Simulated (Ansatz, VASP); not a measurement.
# Two plane-wave programs on Mo

Contents of POSCAR:

```
Mo
1.0
    2.8175757091      0.0000000000      0.0000000000
   -1.4087878546      2.4400921412      0.0000000000
    0.0000000000      0.0000000000      2.6318361210
Mo
1
Direct
    0.0000000000      0.0000000000      0.5000000000
```

Contents of INCAR.step1:

```
PREC = Accurate ; ENCUT = 520
ISMEAR = 0 ; SIGMA = 0.15
LREAL = False ; LASPH = True
NELM = 100 ; NBANDS = 13
GGA = PE ; ALGO = Normal
EDIFF = 1E-4 ; LWAVE = True
LCHARG = False
```

INCAR.step2

```
PREC = Accurate ; ENCUT = 520
EDIFF = 1E-7 ; ISMEAR = 0
SIGMA = 0.15 ; LREAL = False
LASPH = True ; NELM = 100
ALGO = Normal ; ISIF = 2
LWAVE = False ; LCHARG = False
METAGGA = R2SCAN ; LMIXTAU = True
NBANDS = 13 ; ISTART = 1
```

KPOINTS

```
regular mesh
0
Gamma
  18 18 18
```

Input for Ansatz:

```yaml
crystal:
  lattice:
    - [2.8175757091, 0.0, 0.0]
    - [-1.4087878546, 2.4400921412, 0.0]
    - [0.0, 0.0, 2.631836121]
  atoms:
    - { symbol: Mo, position: [0.0, 0.0, 0.5] }
basis:
  ecutwfc: 500
kpoints:
  mp_grid: { grid: [18, 18, 18] }
hamiltonian:
  xc: r2scan
scf:
  occupations: { method: gaussian, width: 0.15 }
output:
  forces: true
  stress: true
  eigenvalues: true
  write_density: true
  write_potential: true
  elf: true
  volumetric_format: npy
```

Change from the starting cell: strain +0.030 along x and y, +0.030 along z, atoms carried along.

Alike in both runs: task single point; functional r2SCAN; k mesh 18 × 18 × 18; occupations gaussian, width 0.15 eV; no spin polarisation.

```csv
,VASP,Ansatz
version,VASP 6.6.1,Ansatz 0.2.0
potentials or method,"VASP PAW PBE potentials, release 64 (Mo_sv)","scalar-relativistic, plane waves, PAW"
plane-wave cutoff (eV),520,500
valence electrons in the cell,14,14
```

```csv
,VASP,Ansatz,Ansatz less VASP
gap on the k mesh at the Fermi level (eV),none,none,-
pressure (GPa),-15.2,-15.9,-0.70
largest component of the traceless stress (GPa),2.47,2.55,+0.081
```

A gap of «none» marks a metal or a gap that the smearing closes. With one functional, cell and mesh, what is left measures potentials, basis and numerics.

Caveats: so large a pressure means that the cell lies far from this level's equilibrium, or that cutoff or potentials fall short (VASP); the potentials were made for another functional, which shifts forces and pressure (VASP).
